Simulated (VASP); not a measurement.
Runs of VASP 6.6.1 on PtSe. The structure is cubic, space group F-43m (No. 216). Conventional cell: a = 6.075 Å, b = 6.075 Å, c = 6.075 Å, α = 90.00°, β = 90.00°, γ = 90.00°. Pt (site symmetry -43m) has 4 Se at 2.63 Å as nearest neighbours. Se (site symmetry -43m) is surrounded by 4 Pt at 2.63 Å. The cell comes from a database or a generator and needn't be the stable form of this composition.

```csv
spin,U,gap on the mesh (eV),pressure (GPa),moment (μB)
"collinear, random start",Pt d U = 3 eV,none,-14.0,0.20
"collinear, random start",Pt d U = 4 eV,none,-14.1,0.00
"collinear, zero start",Pt d U = 3 eV,none,(b),0.00
"collinear, ferromagnetic start",Pt d U = 4 eV,none,-13.7,0.90
"collinear, ferromagnetic start",Pt d U = 3 eV,none,(a),0.90
```

Alike in all rows: task single point; level r2SCAN+U; potentials or basis VASP PAW PBE potentials, release 64 (Pt, Se); cell as given; k mesh 5 × 5 × 5; cutoff (eV) 520; smearing gaussian 0.05 eV.

Q: Fill in the values left out.

A: (a) -13.5; (b) -13.9.

Caveats: the PAW data sets were made with another functional, which shifts forces and pressure a little.

A k mesh can miss the band edges, and the runs leave out spin-orbit coupling on Pt, Se.

A gap of «none» marks a metal or a gap under the smearing width.
